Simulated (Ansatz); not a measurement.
System: zinc-blende AlSb. Method: PBE+SOC (Ansatz, a first-principles code, PAW).

Numerical settings: plane-wave cutoff 520 eV, 10×10×10 k mesh, Fermi–Dirac smearing 0.01 eV, PAW data made under PBE.

Pressure at four volumes; x = ln(V/30.153 Å³). One pressure is withheld.

| V (Å³/atom) | x | P (GPa) |
|---|---|---|
| 28.344 | -0.0619 | 3.49 |
| 30.153 | 0.0000 | 0.00 |
| 31.359 | 0.0392 | -1.76 |
| 31.963 | 0.0583 | ? |

Task: Pass a parabola P(x) through the three rows shown, estimate the bulk modulus and its pressure derivative near zero pressure, and predict the withheld pressure.

Result: Slopes between the rows: (0.00 − (3.49))/(0.0000 − (-0.0619)) = -56.38 and (-1.76 − (0.00))/(0.0392 − (0.0000)) = -44.90 GPa. Their difference over the span 0.1011 is c = 11.48/0.1011 = 113.6 GPa, so P(x) = 3.49 + (-56.38)(x − (-0.0619)) + 113.6 (x − (-0.0619))(x − (0.0000)). At the middle row B = −dP/dx = −[-56.38 + 113.6 × 0.0619] = 49.3 GPa, and B′ = dB/dP = 2c/B = 4.6. At x = 0.0583 the parabola gives -2.49 GPa; the run gives -2.51 GPa. The Birch–Murnaghan fit to the energies at all volumes has B0 = 49.1 GPa and B′ = 4.5.

Measured, for comparison: bulk modulus 58.2 GPa (temperature not stated, no zero-point or thermal correction; as tabulated in Toher et al. (2017), arXiv:1611.05714). Computed less measured: bulk modulus -16 %.
